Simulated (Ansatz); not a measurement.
**CoSi2 under changes of volume**

One of the cells (12.804 Å³/atom); the others are scaled copies at fixed shape and fractional positions:

```
CELL_PARAMETERS angstrom
0.00000 2.67800 2.67800
2.67800 0.00000 2.67800
2.67800 2.67800 0.00000
ATOMIC_POSITIONS crystal
Co 0.00000 0.00000 0.00000
Si 0.75000 0.75000 0.75000
Si 0.25000 0.25000 0.25000
```

| Item | Value |
| --- | --- |
| Program | Ansatz 0.2.0 |
| Functional | BLYP |
| Dispersion | D4 |
| Potentials or basis | Ansatz PAW |
| Cutoff | 420 eV (not typed: the program's choice for these potentials) |
| k mesh | 9 × 9 × 9 |
| Occupations | tetrahedron |
| Spin | collinear spin, random start |
| Starting moments | [4.0, 0.0, 0.0] μB |
| Fixed moment | 4 μB |

| volume (Å³/atom) | energy over the lowest point (meV/atom) | pressure (GPa) |
| --- | --- | --- |
| 12.036 | 318.58 | 47.0 |
| 12.292 | 247.08 | 41.6 |
| 12.548 | 183.79 | 36.7 |
| 12.804 | ? | ? |
| 13.060 | 78.71 | 28.2 |
| 13.316 | 36.46 | 24.5 |
| 13.572 | 0.00 | 21.2 |

Q: What does the run at 12.804 Å³/atom give?

A: Energy over the lowest point 127.58 meV/atom; pressure 32.3 GPa.

Worked out: A Birch-Murnaghan fit of order 3 (a polynomial in V^(-2/3)) to the other rows has no minimum within the range. It gives 127.77 meV/atom at 12.804 Å³/atom, against the run's 127.58, and -dE/dV = 32.8 GPa, against 32.3.

Energies are extrapolated to zero smearing.

Caveats: the total moment is fixed, so each spin has its own Fermi level; the PAW data sets come from PBE, with cores solved anew for the run's functional, which leaves a small shift of forces and pressure; with tetrahedron occupations forces and stress needn't match the slope of the energy; the thresholds are loose for stress.
